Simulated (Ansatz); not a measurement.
The cell is built from the bcc type as a first guess.

Ge: DFT, PBE, PAW with Ansatz's default frozen-core files, scalar-relativistic (Ansatz 0.2.0).

The relaxation starts from this cell:

```xyz
1
Lattice="-1.4473 1.4473 1.4473 1.4473 -1.4473 1.4473 1.4473 1.4473 -1.4473" Properties=species:S:1:pos:R:3 pbc="T T T"
Ge    0.0000    0.0000    0.0000
```

Output:

```
Engine: ansatz 0.2.0
Pseudopotentials: kind: paw
Pseudopotential: Ge, paw, valence charge 14, recommended cutoff 420 eV (normal)
Functional definition: PBE
  parameter kappa = 0.804
  parameter beta = 0.06672455060314922
  exchange = pbe_x(kappa = kappa, mu = beta*pi^2/3)
  correlation = pbe_c(beta = beta)
Crystal: 1 atoms, lattice volume = 12.127 Å³
Basis set: ecut = 420 eV, 225 PW (Γ), exchange–correlation on 36×36×36 points (8 copies of the dense FFT grid, shifted against one another)
Bands: 11, of which v1, the nominal top of the filled ones, is band 7 counted from 1 (6 counted from 0)
Symmetry: 48 space group operations
Space group: Im-3m (ITA 229), of the structure as read, at distance tolerance 2.3e-5 Å
k-points: 256 of 8000
Non-local potential: Ge, projectors of the file, l = 0: 2, l = 1: 2, l = 2: 3, l = 3: 1
PAW form: soft (Blöchl's): semilocal exchange-correlation on the pseudo side does not see the compensation charge
PAW one-centre angular grid: Ge, 590 points (default); XC on 64 Gauss nodes
Initial density: superposition of atomic densities (neutral atoms: chi_scale 0, normalization atom), corrected by the library's trained network
Initial wavefunctions: pseudopotential atomic-orbital guess
Functional: x = pbe(κ = 0.804, μ = 0.2195149727645171), c = pbe(β = 0.06672455060314922)
SCF iter   1: F=—  HF=-4293.423988 eV  |F-HF|=—  |Δ(HF+E_count)|=         —  Δρ=2.55e-3  dr2=5.80e-4  ethr=1.77e-3  ⟨swp⟩=5.2  Hψ=15327  notcnv=0
preconditioner: auto → none  [metal: Δε(μ)=0.036 eV  Ē_g=30.463 eV  σ=0.030 eV  W_gap=0.28  n_scr=0 (ndim 8)  ℏωp=39.9 eV  f_vac=0.000  D(μ)=0.48/eV (n_scr^D=0)]
SCF iter   2: F=—  HF=-4293.423714 eV  |F-HF|=—  |Δ(HF+E_count)|=   2.74e-4  Δρ=1.15e-3  dr2=1.04e-4  ethr=4.14e-6  ⟨swp⟩=2.0  Hψ=5411  notcnv=0  defer=2
SCF iter   3: F=—  HF=-4293.423707 eV  |F-HF|=—  |Δ(HF+E_count)|=   7.44e-6  Δρ=1.93e-4  dr2=1.28e-6  ethr=7.44e-7  ⟨swp⟩=2.6  Hψ=3948  notcnv=0  defer=3
SCF iter   4: F=—  HF=-4293.423708 eV  |F-HF|=—  |Δ(HF+E_count)|=   1.18e-6  Δρ=9.15e-5  dr2=5.58e-7  ethr=9.16e-9  ⟨swp⟩=2.0  Hψ=4541  notcnv=0  defer=3
iter 5 did not close the SCF: its close was put off for the readings that it lacked (scf_convergence_deferred on its scf_iter line)
SCF iter   5: F=-4293.423707 eV  HF=-4293.423707 eV  |F-HF|=3.95e-8  |Δ(HF+E_count)|=   8.03e-7  Δρ=9.42e-6  dr2=8.91e-9  ethr=3.99e-9  ⟨swp⟩=2.0  Hψ=4539  notcnv=0  defer=3
SCF iter   6: F=-4293.423707 eV  HF=-4293.423707 eV  |F-HF|=3.76e-9  |Δ(HF+E_count)|=   1.56e-8  Δρ=1.21e-5  dr2=5.65e-9  ethr=6.37e-11  ⟨swp⟩=1.4  Hψ=8505  notcnv=0
SCF 1 converged in 6 iterations: F = -4293.423707 eV  dr2 = 5.65e-9
  greatest PAW one-centre occupation: 0.998 electrons in one spin orbital (limit 2), on the Ge atom at site 0 (counted from 0), in its partial waves of l = 2
relax step   1: F+E_penalty+E_count = -4293.42370719 eV  Δ(F+E_penalty+E_count) = +0.000e0 eV  max|allowed force component| = 0.000e0 eV/Å  Δτ_max = 0.0000 Å  P = +84.855 GPa  Ω = 12.127 Å³  (6 SCF iters, dr2 threshold 1.00e-7 eV, accepted)
Crystal: 1 atoms, lattice volume = 13.989 Å³
Basis set: ecut = 420 eV, 249 PW (Γ), exchange–correlation on 36×36×36 points (8 copies of the dense FFT grid, shifted against one another)
Initial density: handed on by an earlier stage of this run
Initial wavefunctions: those handed on with the density
iter 1 solved again at ethr=1.52e-5 eV; its pass at ethr=3.10e-3 eV (dr2=2.12e-3 eV) is discarded
SCF iter   1: F=—  HF=-4294.134135 eV  |F-HF|=—  |Δ(HF+E_count)|=         —  Δρ=5.00e-3  dr2=2.18e-3  ethr=1.52e-5  ⟨swp⟩=1.1  Hψ=24290  notcnv=0
preconditioner: auto → none  [metal: Δε(μ)=0.014 eV  Ē_g=29.327 eV  σ=0.030 eV  W_gap=0.12  n_scr=0 (ndim 8)  ℏωp=37.1 eV  f_vac=0.000  D(μ)=0.28/eV (n_scr^D=0)]
SCF iter   2: F=—  HF=-4294.134625 eV  |F-HF|=—  |Δ(HF+E_count)|=   4.90e-4  Δρ=2.43e-3  dr2=4.04e-4  ethr=1.52e-5  ⟨swp⟩=2.1  Hψ=3859  notcnv=0
SCF iter   3: F=—  HF=-4294.134947 eV  |F-HF|=—  |Δ(HF+E_count)|=   3.22e-4  Δρ=1.95e-4  dr2=3.31e-6  ethr=2.88e-6  ⟨swp⟩=2.0  Hψ=5631  notcnv=0
SCF iter   4: F=—  HF=-4294.134950 eV  |F-HF|=—  |Δ(HF+E_count)|=   3.40e-6  Δρ=1.34e-4  dr2=1.22e-6  ethr=2.37e-8  ⟨swp⟩=2.0  Hψ=4609  notcnv=0
SCF iter   5: F=-4294.134950 eV  HF=-4294.134950 eV  |F-HF|=3.62e-8  |Δ(HF+E_count)|=   1.90e-7  Δρ=2.91e-5  dr2=5.59e-8  ethr=7.14e-10  ⟨swp⟩=2.8  Hψ=11237  notcnv=0
SCF 2 converged in 5 iterations: F = -4294.134950 eV  dr2 = 5.59e-8
relax step   2: F+E_penalty+E_count = -4294.13494976 eV  Δ(F+E_penalty+E_count) = -7.112e-1 eV  max|allowed force component| = 0.000e0 eV/Å  Δτ_max = 0.0000 Å  P = +42.243 GPa  Ω = 13.989 Å³  energy of the carried Pulay correction = -6.846e-4 eV  (5 SCF iters, dr2 threshold 1.00e-7 eV, accepted)
Crystal: 1 atoms, lattice volume = 16.032 Å³
Basis set: ecut = 420 eV, 321 PW (Γ), exchange–correlation on 36×36×36 points (8 copies of the dense FFT grid, shifted against one another)
iter 1 solved again at ethr=8.91e-6 eV; its pass at ethr=3.10e-3 eV (dr2=1.25e-3 eV) is discarded
SCF iter   1: F=—  HF=-4294.492640 eV  |F-HF|=—  |Δ(HF+E_count)|=         —  Δρ=3.70e-3  dr2=1.29e-3  ethr=8.91e-6  ⟨swp⟩=1.5  Hψ=24727  notcnv=0
preconditioner: auto → none  [metal: Δε(μ)=0.015 eV  Ē_g=28.248 eV  σ=0.030 eV  W_gap=0.12  n_scr=0 (ndim 8)  ℏωp=34.7 eV  f_vac=0.000  D(μ)=0.38/eV (n_scr^D=0)]
SCF iter   2: F=—  HF=-4294.492850 eV  |F-HF|=—  |Δ(HF+E_count)|=   2.10e-4  Δρ=1.81e-3  dr2=2.87e-4  ethr=8.91e-6  ⟨swp⟩=1.9  Hψ=4232  notcnv=0
SCF iter   3: F=—  HF=-4294.493007 eV  |F-HF|=—  |Δ(HF+E_count)|=   1.57e-4  Δρ=1.95e-4  dr2=3.01e-6  ethr=2.05e-6  ⟨swp⟩=3.0  Hψ=4800  notcnv=0
SCF iter   4: F=—  HF=-4294.492975 eV  |F-HF|=—  |Δ(HF+E_count)|=   3.21e-5  Δρ=5.82e-5  dr2=3.35e-7  ethr=2.15e-8  ⟨swp⟩=2.0  Hψ=4607  notcnv=0
SCF iter   5: F=-4294.492975 eV  HF=-4294.492975 eV  |F-HF|=1.21e-9  |Δ(HF+E_count)|=   6.80e-7  Δρ=3.34e-6  dr2=1.25e-9  ethr=7.14e-10  ⟨swp⟩=4.5  Hψ=9407  notcnv=0
SCF 3 converged in 5 iterations: F = -4294.492975 eV  dr2 = 1.25e-9
relax step   3: F+E_penalty+E_count = -4294.49297453 eV  Δ(F+E_penalty+E_count) = -3.580e-1 eV  max|allowed force component| = 0.000e0 eV/Å  Δτ_max = 0.0000 Å  P = +16.442 GPa  Ω = 16.032 Å³  energy of the carried Pulay correction = -1.333e-3 eV  (5 SCF iters, dr2 threshold 1.00e-7 eV, accepted)
Crystal: 1 atoms, lattice volume = 17.672 Å³
Basis set: ecut = 420 eV, 369 PW (Γ), exchange–correlation on 36×36×36 points (8 copies of the dense FFT grid, shifted against one another)
iter 1 solved again at ethr=3.30e-6 eV; its pass at ethr=3.10e-3 eV (dr2=4.62e-4 eV) is discarded
SCF iter   1: F=—  HF=-4294.589606 eV  |F-HF|=—  |Δ(HF+E_count)|=         —  Δρ=2.25e-3  dr2=4.81e-4  ethr=3.30e-6  ⟨swp⟩=1.8  Hψ=24177  notcnv=0
preconditioner: auto → none  [metal: Δε(μ)=0.041 eV  Ē_g=27.570 eV  σ=0.030 eV  W_gap=0.32  n_scr=0 (ndim 8)  ℏωp=33.1 eV  f_vac=0.000  D(μ)=0.33/eV (n_scr^D=0)]
SCF iter   2: F=—  HF=-4294.589417 eV  |F-HF|=—  |Δ(HF+E_count)|=   1.88e-4  Δρ=1.12e-3  dr2=1.54e-4  ethr=3.30e-6  ⟨swp⟩=2.0  Hψ=4096  notcnv=0
SCF iter   3: F=—  HF=-4294.589429 eV  |F-HF|=—  |Δ(HF+E_count)|=   1.19e-5  Δρ=2.61e-4  dr2=5.08e-6  ethr=1.10e-6  ⟨swp⟩=2.0  Hψ=3335  notcnv=0
SCF iter   4: F=—  HF=-4294.589370 eV  |F-HF|=—  |Δ(HF+E_count)|=   5.95e-5  Δρ=5.64e-5  dr2=3.86e-7  ethr=3.63e-8  ⟨swp⟩=2.0  Hψ=4376  notcnv=0
SCF iter   5: F=-4294.589370 eV  HF=-4294.589370 eV  |F-HF|=1.53e-8  |Δ(HF+E_count)|=   3.01e-7  Δρ=8.85e-6  dr2=9.72e-9  ethr=7.14e-10  ⟨swp⟩=4.0  Hψ=7960  notcnv=0
SCF 4 converged in 5 iterations: F = -4294.589370 eV  dr2 = 9.72e-9
relax step   4: F+E_penalty+E_count = -4294.58937004 eV  Δ(F+E_penalty+E_count) = -9.640e-2 eV  max|allowed force component| = 0.000e0 eV/Å  Δτ_max = 0.0000 Å  P = +3.087 GPa  Ω = 17.672 Å³  energy of the carried Pulay correction = -1.790e-3 eV  (5 SCF iters, dr2 threshold 1.00e-7 eV, accepted)
Crystal: 1 atoms, lattice volume = 18.099 Å³
iter 1 solved again at ethr=1.29e-7 eV; its pass at ethr=3.10e-3 eV (dr2=1.80e-5 eV) is discarded
SCF iter   1: F=—  HF=-4294.593563 eV  |F-HF|=—  |Δ(HF+E_count)|=         —  Δρ=4.97e-4  dr2=2.15e-5  ethr=1.29e-7  ⟨swp⟩=3.1  Hψ=24252  notcnv=0
preconditioner: auto → none  [metal: Δε(μ)=0.031 eV  Ē_g=27.417 eV  σ=0.030 eV  W_gap=0.25  n_scr=0 (ndim 8)  ℏωp=32.7 eV  f_vac=0.000  D(μ)=0.36/eV (n_scr^D=0)]
SCF iter   2: F=—  HF=-4294.593530 eV  |F-HF|=—  |Δ(HF+E_count)|=   3.27e-5  Δρ=2.85e-4  dr2=1.07e-5  ethr=1.29e-7  ⟨swp⟩=2.2  Hψ=4241  notcnv=0
SCF iter   3: F=—  HF=-4294.593468 eV  |F-HF|=—  |Δ(HF+E_count)|=   6.15e-5  Δρ=7.74e-5  dr2=6.02e-7  ethr=7.65e-8  ⟨swp⟩=2.0  Hψ=3212  notcnv=0
SCF iter   4: F=-4294.593468 eV  HF=-4294.593468 eV  |F-HF|=8.03e-9  |Δ(HF+E_count)|=   1.00e-7  Δρ=1.27e-5  dr2=2.47e-8  ethr=7.14e-10  ⟨swp⟩=2.2  Hψ=10313  notcnv=0
SCF 5 converged in 4 iterations: F = -4294.593468 eV  dr2 = 2.47e-8
relax step   5: F+E_penalty+E_count = -4294.59346842 eV  Δ(F+E_penalty+E_count) = -4.098e-3 eV  max|allowed force component| = 0.000e0 eV/Å  Δτ_max = 0.0000 Å  P = +0.094 GPa  Ω = 18.099 Å³  energy of the carried Pulay correction = -1.901e-3 eV  (4 SCF iters, dr2 threshold 1.00e-7 eV, accepted)
Crystal: 1 atoms, lattice volume = 18.113 Å³
iter 1 solved again at ethr=5.93e-10 eV; its pass at ethr=3.10e-3 eV (dr2=8.30e-8 eV) is discarded
SCF iter   1: F=—  HF=-4294.593529 eV  |F-HF|=—  |Δ(HF+E_count)|=         —  Δρ=2.38e-5  dr2=5.05e-8  ethr=5.93e-10  ⟨swp⟩=3.0  Hψ=22184  notcnv=0
preconditioner: auto → none  [metal: Δε(μ)=0.030 eV  Ē_g=27.417 eV  σ=0.030 eV  W_gap=0.24  n_scr=0 (ndim 8)  ℏωp=32.6 eV  f_vac=0.000  D(μ)=0.36/eV (n_scr^D=0)]
SCF iter   2: F=-4294.593469 eV  HF=-4294.593469 eV  |F-HF|=8.89e-9  |Δ(HF+E_count)|=   5.99e-5  Δρ=1.35e-5  dr2=1.91e-8  ethr=1.57e-10  ⟨swp⟩=3.0  Hψ=11514  notcnv=0
SCF 6 converged in 2 iterations: F = -4294.593469 eV  dr2 = 1.91e-8
relax step   6: F+E_penalty+E_count = -4294.59346895 eV  Δ(F+E_penalty+E_count) = -5.292e-7 eV  max|allowed force component| = 0.000e0 eV/Å  Δτ_max = 0.0000 Å  P = +0.000 GPa  Ω = 18.113 Å³  energy of the carried Pulay correction = -1.905e-3 eV  (2 SCF iters, dr2 threshold 2.20e-8 eV, accepted)
Basis set: ecut = 420 eV, 369 PW (Γ), exchange–correlation on 40×40×40 points (8 copies of the dense FFT grid, shifted against one another)
Initial wavefunctions: pseudopotential atomic-orbital guess (no wavefunctions were taken with the density)
iter 1 solved again at ethr=4.29e-6 eV; its pass at ethr=3.10e-3 eV (dr2=6.01e-4 eV) is discarded
SCF iter   1: F=—  HF=-4294.579740 eV  |F-HF|=—  |Δ(HF+E_count)|=         —  Δρ=1.11e-2  dr2=5.90e-4  ethr=4.29e-6  ⟨swp⟩=2.2  Hψ=21295  notcnv=0
preconditioner: auto → none  [metal: Δε(μ)=0.030 eV  Ē_g=27.422 eV  σ=0.030 eV  W_gap=0.24  n_scr=0 (ndim 8)  ℏωp=32.6 eV  f_vac=0.000  D(μ)=0.36/eV (n_scr^D=0)]
SCF iter   2: F=—  HF=-4294.620735 eV  |F-HF|=—  |Δ(HF+E_count)|=   4.10e-2  Δρ=5.72e-3  dr2=3.15e-4  ethr=4.21e-6  ⟨swp⟩=2.0  Hψ=5632  notcnv=0
SCF iter   3: F=—  HF=-4294.631983 eV  |F-HF|=—  |Δ(HF+E_count)|=   1.12e-2  Δρ=2.19e-3  dr2=2.77e-5  ethr=2.25e-6  ⟨swp⟩=2.0  Hψ=4473  notcnv=0
SCF iter   4: F=—  HF=-4294.633991 eV  |F-HF|=—  |Δ(HF+E_count)|=   2.01e-3  Δρ=5.28e-5  dr2=2.04e-7  ethr=1.98e-7  ⟨swp⟩=2.0  Hψ=4544  notcnv=0
SCF iter   5: F=—  HF=-4294.633991 eV  |F-HF|=—  |Δ(HF+E_count)|=   1.27e-7  Δρ=3.65e-5  dr2=4.10e-8  ethr=1.46e-9  ⟨swp⟩=2.0  Hψ=4152  notcnv=0
SCF iter   6: F=—  HF=-4294.633991 eV  |F-HF|=—  |Δ(HF+E_count)|=   4.55e-7  Δρ=1.04e-6  dr2=1.86e-10  ethr=2.93e-10  ⟨swp⟩=2.0  Hψ=3307  notcnv=0
SCF iter   7: F=—  HF=-4294.633991 eV  |F-HF|=—  |Δ(HF+E_count)|=  2.18e-11  Δρ=3.43e-7  dr2=2.22e-11  ethr=1.00e-12  ⟨swp⟩=5.0  Hψ=10373  notcnv=0
SCF iter   8: F=-4294.633991 eV  HF=-4294.633991 eV  |F-HF|=0.00e0  |Δ(HF+E_count)|=  3.64e-12  Δρ=1.21e-8  dr2=1.01e-14  ethr=1.00e-12  ⟨swp⟩=4.9  Hψ=9495  notcnv=0
SCF 7 converged in 8 iterations: F = -4294.633991 eV  dr2 = 1.01e-14
relax step   7: F+E_penalty+E_count = -4294.63399096 eV  Δ(F+E_penalty+E_count) = -4.052e-2 eV  max|allowed force component| = 0.000e0 eV/Å  Δτ_max = 0.0000 Å  P = +4.151 GPa  Ω = 18.113 Å³  stress off target by 4.15e0 GPa  SCF on the basis re-selected at this cell (its energy is not comparable with the rows above)  (8 SCF iters)
basis re-selected at this cell: Δ(F+E_penalty+E_count) = -4.052e-2 eV, ΔP = +4.151 GPa vs the last step (what re-selecting the basis moved, of the pressure what is left beyond the Pulay correction that the steps carried, after the strain that the cell walked since its last selection, with what the two solves' SCF thresholds leave and, on support functions, any second-order correction that the steps lacked; it is no measure of the basis error at this ecutwfc). The dense FFT grid was sized anew with the basis: this SCF ran on 20×20×20 points, the steps before it on 18×18×18, so part of this shift can come from that change (see relax.cell in the input reference). This SCF's stress stands 4.15e0 GPa from its target on what of the cell is left free (relax.cell.stress_tol is 5.00e-2 GPa) and its largest allowed force component is 0.00e0 eV/Å (relax.f_tol is 5.00e-3 eV/Å): not within both, so this SCF does not close the relaxation
Crystal: 1 atoms, lattice volume = 18.730 Å³
iter 1 solved again at ethr=2.77e-7 eV; its pass at ethr=3.10e-3 eV (dr2=3.88e-5 eV) is discarded
SCF iter   1: F=—  HF=-4294.644575 eV  |F-HF|=—  |Δ(HF+E_count)|=         —  Δρ=6.45e-4  dr2=4.13e-5  ethr=2.77e-7  ⟨swp⟩=2.3  Hψ=22788  notcnv=0
preconditioner: auto → none  [metal: Δε(μ)=0.020 eV  Ē_g=27.157 eV  σ=0.030 eV  W_gap=0.17  n_scr=0 (ndim 8)  ℏωp=32.1 eV  f_vac=0.000  D(μ)=0.40/eV (n_scr^D=0)]
SCF iter   2: F=—  HF=-4294.644598 eV  |F-HF|=—  |Δ(HF+E_count)|=   2.27e-5  Δρ=3.40e-4  dr2=8.94e-6  ethr=2.77e-7  ⟨swp⟩=2.0  Hψ=4029  notcnv=0
SCF iter   3: F=—  HF=-4294.644606 eV  |F-HF|=—  |Δ(HF+E_count)|=   8.01e-6  Δρ=4.01e-5  dr2=2.09e-7  ethr=6.39e-8  ⟨swp⟩=2.0  Hψ=4376  notcnv=0
SCF iter   4: F=-4294.644605 eV  HF=-4294.644605 eV  |F-HF|=8.43e-9  |Δ(HF+E_count)|=   2.76e-7  Δρ=1.05e-5  dr2=2.01e-8  ethr=7.14e-10  ⟨swp⟩=4.0  Hψ=9150  notcnv=0
SCF 8 converged in 4 iterations: F = -4294.644605 eV  dr2 = 2.01e-8
relax step   8: F+E_penalty+E_count = -4294.64460539 eV  Δ(F+E_penalty+E_count) = -1.061e-2 eV  max|allowed force component| = 0.000e0 eV/Å  Δτ_max = 0.0000 Å  P = +1.525 GPa  Ω = 18.730 Å³  energy of the carried Pulay correction = -1.667e-4 eV  (4 SCF iters, dr2 threshold 1.00e-7 eV, accepted)
Crystal: 1 atoms, lattice volume = 19.143 Å³
iter 1 solved again at ethr=8.97e-8 eV; its pass at ethr=3.10e-3 eV (dr2=1.26e-5 eV) is discarded
SCF iter   1: F=—  HF=-4294.646388 eV  |F-HF|=—  |Δ(HF+E_count)|=         —  Δρ=4.09e-4  dr2=1.64e-5  ethr=8.97e-8  ⟨swp⟩=2.2  Hψ=23036  notcnv=0
preconditioner: auto → none  [metal: Δε(μ)=0.047 eV  Ē_g=27.021 eV  σ=0.030 eV  W_gap=0.37  n_scr=0 (ndim 8)  ℏωp=31.8 eV  f_vac=0.000  D(μ)=0.45/eV (n_scr^D=0)]
SCF iter   2: F=—  HF=-4294.646401 eV  |F-HF|=—  |Δ(HF+E_count)|=   1.31e-5  Δρ=2.16e-4  dr2=3.65e-6  ethr=8.97e-8  ⟨swp⟩=2.4  Hψ=4133  notcnv=0
SCF iter   3: F=—  HF=-4294.646405 eV  |F-HF|=—  |Δ(HF+E_count)|=   3.27e-6  Δρ=2.53e-5  dr2=8.58e-8  ethr=7.14e-10  ⟨swp⟩=2.9  Hψ=10488  notcnv=0
SCF iter   4: F=-4294.646405 eV  HF=-4294.646405 eV  |F-HF|=3.25e-9  |Δ(HF+E_count)|=   1.23e-7  Δρ=6.08e-6  dr2=7.32e-9  ethr=6.13e-10  ⟨swp⟩=4.0  Hψ=9047  notcnv=0
SCF 9 converged in 4 iterations: F = -4294.646405 eV  dr2 = 7.32e-9
relax step   9: F+E_penalty+E_count = -4294.64640453 eV  Δ(F+E_penalty+E_count) = -1.799e-3 eV  max|allowed force component| = 0.000e0 eV/Å  Δτ_max = 0.0000 Å  P = +0.024 GPa  Ω = 19.143 Å³  energy of the carried Pulay correction = -3.213e-4 eV  (4 SCF iters, dr2 threshold 1.00e-7 eV, accepted)
iter 1 solved again at ethr=7.41e-8 eV; its pass at ethr=3.10e-3 eV (dr2=1.04e-5 eV) is discarded
SCF iter   1: F=—  HF=-4294.644781 eV  |F-HF|=—  |Δ(HF+E_count)|=         —  Δρ=1.42e-3  dr2=8.02e-6  ethr=7.41e-8  ⟨swp⟩=2.9  Hψ=22940  notcnv=0
preconditioner: auto → none  [metal: Δε(μ)=0.047 eV  Ē_g=27.014 eV  σ=0.030 eV  W_gap=0.37  n_scr=0 (ndim 8)  ℏωp=31.8 eV  f_vac=0.000  D(μ)=0.45/eV (n_scr^D=0)]
SCF iter   2: F=—  HF=-4294.646192 eV  |F-HF|=—  |Δ(HF+E_count)|=   1.41e-3  Δρ=7.08e-4  dr2=2.01e-6  ethr=5.73e-8  ⟨swp⟩=2.0  Hψ=3212  notcnv=0
SCF iter   3: F=—  HF=-4294.646641 eV  |F-HF|=—  |Δ(HF+E_count)|=   4.49e-4  Δρ=1.87e-5  dr2=3.81e-9  ethr=1.44e-8  ⟨swp⟩=2.0  Hψ=3152  notcnv=0
SCF iter   4: F=—  HF=-4294.646641 eV  |F-HF|=—  |Δ(HF+E_count)|=   3.72e-7  Δρ=2.32e-6  dr2=8.46e-10  ethr=2.72e-11  ⟨swp⟩=2.0  Hψ=4611  notcnv=0
SCF iter   5: F=—  HF=-4294.646641 eV  |F-HF|=—  |Δ(HF+E_count)|=  3.06e-10  Δρ=5.31e-7  dr2=4.98e-11  ethr=6.04e-12  ⟨swp⟩=2.0  Hψ=4606  notcnv=0
SCF iter   6: F=-4294.646641 eV  HF=-4294.646641 eV  |F-HF|=9.09e-13  |Δ(HF+E_count)|=  3.82e-11  Δρ=3.53e-8  dr2=4.88e-14  ethr=1.00e-12  ⟨swp⟩=5.0  Hψ=9745  notcnv=0
SCF 10 converged in 6 iterations: F = -4294.646641 eV  dr2 = 4.88e-14
relax step  10: F+E_penalty+E_count = -4294.64664133 eV  Δ(F+E_penalty+E_count) = -2.368e-4 eV  max|allowed force component| = 0.000e0 eV/Å  Δτ_max = 0.0000 Å  P = -0.003 GPa  Ω = 19.143 Å³  stress off target by 2.87e-3 GPa  SCF on the basis re-selected at this cell (its energy is not comparable with the rows above)  (6 SCF iters)
basis re-selected at this cell: Δ(F+E_penalty+E_count) = -2.368e-4 eV, ΔP = -0.027 GPa vs the last step (what re-selecting the basis moved, of the pressure what is left beyond the Pulay correction that the steps carried, after the strain that the cell walked since its last selection, with what the two solves' SCF thresholds leave and, on support functions, any second-order correction that the steps lacked; it is no measure of the basis error at this ecutwfc). This SCF's stress stands 2.87e-3 GPa from its target on what of the cell is left free (relax.cell.stress_tol is 5.00e-2 GPa) and its largest allowed force component is 0.00e0 eV/Å (relax.f_tol is 5.00e-3 eV/Å): within both
SCF converged after 6 iterations
Free energy (F): -4294.646641 eV
Harris-Foulkes:  -4294.646641 eV  (|F-HF|=9.09e-13)
Internal energy: -4294.645231 eV  (E = F + TS)
E sigma→0 (E₀):  -4294.645936 eV
Entropy (-TS):   -0.001410 eV (-1.410 meV/atom)
Fermi energy:    10.891720 eV
--- Per-component energies (eV) ---
  E_band       = -115.907247
  E_kinetic    = 109.957665
  E_local      = -2138.060660  (includes V_loc(G=0)·N_el)
  E_nonlocal   = 415.007186
  E_hartree    = 933.821301
  E_xc         = -75.498176
  E_vxc        = -64.382670  (∫ρ·V_xc dr)
  E_paw        = -2016.152504  (= ΣΔE_a)
  E_vpaw       = -306.071571  (= ΣTr[D̂ρ^β])
  E_aug_tail   = 0.000208  (compensation charges beyond the density's cutoff)
  E_ewald      = -1523.720251
  E_smearing   = -0.001410  (= −TS)
  E_closure    = 0.000000  (closes the sum)
  Σ components = -4294.646641   (vs F -4294.646641, Δ=0.00e0)
--- Forces (eV/Å), atoms counted from 1 ---
  atom   1  Ge    -0.00000000     0.00000000    -0.00000000
  max |Σ_I F_I| component: 2.05e-32 eV/Å
--- Stress (GPa, compression-positive) ---
       -0.002869      -0.000000      -0.000000
        0.000000      -0.002869       0.000000
        0.000000       0.000000      -0.002869
  P = ⅓ Tr σ = -0.0029 GPa (-0.029 kbar)
--- Relaxed structure (8 steps of the walk, 8 accepted, 2 SCFs on fresh bases) ---
  F+E_penalty+E_count = -4294.64664133 eV   max|allowed force component| = 0.000e0 eV/Å   (the final SCF, on the basis selected at the relaxed cell)
  cell:  # Å, volume = 19.1433 Å³
    - [-1.6852042889513332, 1.6852042889513332, 1.6852042889513332]
    - [1.6852042889513332, -1.6852042889513332, 1.6852042889513332]
    - [1.6852042889513332, 1.6852042889513332, -1.6852042889513332]
  atoms:
    - { symbol: Ge, position: [0.0, 0.0, 0.0] }
```
